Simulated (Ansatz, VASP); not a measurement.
## Two plane-wave programs on ZnO

```
CELL_PARAMETERS angstrom
3.34607 0.00000 0.00000
-1.67303 2.89778 0.00000
0.00000 0.00000 5.04639
ATOMIC_POSITIONS crystal
Zn 0.33333 0.66667 0.01922
Zn 0.66667 0.33333 0.51922
O 0.33333 0.66667 0.36288
O 0.66667 0.33333 0.86288
```

Alike in both runs: task single point; functional PBE; k mesh 9 × 9 × 6; occupations gaussian, width 0.02 eV; no spin polarisation.

|  | VASP | Ansatz |
| --- | --- | --- |
| version | VASP 6.6.1 | Ansatz 0.2.0 |
| potentials or method | VASP PAW PBE potentials, release 64 (Zn, O) | scalar-relativistic, plane waves, PAW |
| plane-wave cutoff (eV) | 520 | 420 |
| valence electrons in the cell | 36 | 36 |

Ansatz gave:

```
gap on the k mesh at the Fermi level (eV)       : 0.84
least direct gap on the mesh (eV)               : 0.84
pressure (GPa)                                  : 10.1
largest component of the traceless stress (GPa) : 32.00
rms of the force components (eV/Å)              : 2.111
```

Problem. What did VASP give for the same quantities?

Solution. gap on the k mesh at the Fermi level (eV): 0.83; least direct gap on the mesh (eV): 0.83; pressure (GPa): 11.2; largest component of the traceless stress (GPa): 33.28; rms of the force components (eV/Å): 2.195.

Atom by atom the forces differ by 0.083 eV/Å (rms over components). With one functional, cell and mesh, what is left measures potentials, basis and numerics.

Caveats: forces of over 1 eV/Å show positions far from the minimum, so gaps and moduli don't describe the material at rest.
